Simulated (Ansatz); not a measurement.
## HgTe (Coloradoite) under changes of volume

One of the cells (33.215 Å³/atom); the others are scaled copies at fixed shape and fractional positions:

```
Hg Te
1.0
     0.00000    3.21450    3.21450
     3.21450    0.00000    3.21450
     3.21450    3.21450    0.00000
Hg Te
1 1
Cartesian
  0.0000 0.0000 0.0000
  4.8217 4.8217 4.8217
```

| Property | Result |
| --- | --- |
| Program | Ansatz 0.2.0 |
| Functional | PBE |
| Potentials or basis | JTH PAW |
| Cutoff | 870 eV (not typed: the program's choice for these potentials) |
| k mesh | 7 × 7 × 7 |
| Occupations | fermi-dirac, width 0.05 eV |
| Spin | no spin polarisation |

| volume (Å³/atom) | energy over the lowest point (meV/atom) | pressure (GPa) |
| --- | --- | --- |
| 31.223 | ? | ? |
| 31.887 | 90.79 | 7.4 |
| 32.551 | 62.92 | 6.0 |
| 33.215 | 40.45 | 4.8 |
| 33.880 | 22.81 | 3.7 |
| 34.544 | 9.48 | 2.7 |
| 35.208 | 0.00 | 1.9 |

Question: What does the run at 31.223 Å³/atom give?

Answer: Energy over the lowest point 124.71 meV/atom; pressure 9.0 GPa.

Worked out: A Birch-Murnaghan fit of order 3 (a polynomial in V^(-2/3)) to the other rows has no minimum within the range. It gives 124.75 meV/atom at 31.223 Å³/atom, against the run's 124.71, and -dE/dV = 9.0 GPa, against 9.0.

Energies are extrapolated to zero smearing.
